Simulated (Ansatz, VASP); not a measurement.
## Two plane-wave programs on MgO

File INCAR:

```
ALGO     = Normal         # electronic algorithm
EDIFF    = 1E-6           # SCF threshold, eV
ENCUT    = 520            # plane-wave cutoff, eV
GGA      = PS             # functional
ISIF     = 2              # what is computed and relaxed
ISMEAR   = 0              # smearing method
LASPH    = True           # aspherical terms in the spheres
LCHARG   = False          # write CHGCAR
LREAL    = False          # projectors in reciprocal space
LWAVE    = False          # write WAVECAR
NBANDS   = 16             # bands
NELM     = 80             # most SCF steps
PREC     = Accurate       # precision mode
SIGMA    = 0.05           # smearing width, eV
```

Contents of KPOINTS:

```
k-points
0
Gamma
  9 9 6
```

POSCAR

```
MgO
1.0
    3.3034677759      0.0000000000      0.0000000000
   -1.6517338880      2.8608870145      0.0000000000
    0.0000000000      0.0000000000      5.0193881071
Mg O
2 2
Direct
    0.2943486607      0.6540831568      0.0036583441
    0.7056513393      0.3459168432      0.5036583441
    0.3694994837      0.6783404112      0.4009416559
    0.6305005163      0.3216595888      0.9009416559
```

Input for Ansatz:

```yaml
crystal:
  lattice:
    - [3.3034677759, 0.0, 0.0]
    - [-1.651733888, 2.8608870145, 0.0]
    - [0.0, 0.0, 5.0193881071]
  atoms:
    - { symbol: Mg, position: [0.2943486607, 0.6540831568, 0.0036583441] }
    - { symbol: Mg, position: [0.7056513393, 0.3459168432, 0.5036583441] }
    - { symbol: O, position: [0.3694994837, 0.6783404112, 0.4009416559] }
    - { symbol: O, position: [0.6305005163, 0.3216595888, 0.9009416559] }
basis:
  ecutwfc: 520.0
kpoints:
  mp_grid: { grid: [9, 9, 6] }
hamiltonian:
  xc: pbesol
  pseudopotentials: { kind: paw, azcp: { folder: soft_1 } }
scf:
  occupations: { method: gaussian, width: 0.05 }
output:
  forces: true
  stress: true
  eigenvalues: true
```

Change from the starting cell: mode 4 frozen in at -0.108 Å and mode 5 at -0.036 Å (largest displacements).

Alike in both runs: task single point; functional PBEsol; k mesh 9 × 9 × 6; occupations gaussian, width 0.05 eV; no spin polarisation.

```csv
,VASP,Ansatz
version,VASP 6.6.1,Ansatz 0.2.0
potentials or method,"VASP PAW PBE potentials, release 64 (Mg, O)","scalar-relativistic, plane waves, PAW"
plane-wave cutoff (eV),520,520
valence electrons in the cell,16,32
```

|  | VASP | Ansatz | Ansatz less VASP |
| --- | --- | --- | --- |
| gap on the k mesh at the Fermi level (eV) | 3.27 | 3.27 | +0.005 |
| least direct gap on the mesh (eV) | 3.27 | 3.27 | +0.005 |
| pressure (GPa) | -0.5 | -0.2 | +0.31 |
| largest component of the traceless stress (GPa) | 0.50 | 0.48 | -0.018 |
| rms of the force components (eV/Å) | 0.193 | 0.191 | -0.0021 |

Atom by atom the forces differ by 0.002 eV/Å (rms over components). The two sets of potentials don't hold the same shells in valence. Ansatz warned: «pseudo_functional_mismatch».

Caveats: the PAW data sets were made with another functional, which shifts forces and pressure a little (VASP); an odd mesh through Γ misses points on the zone boundary, where band edges often lie.
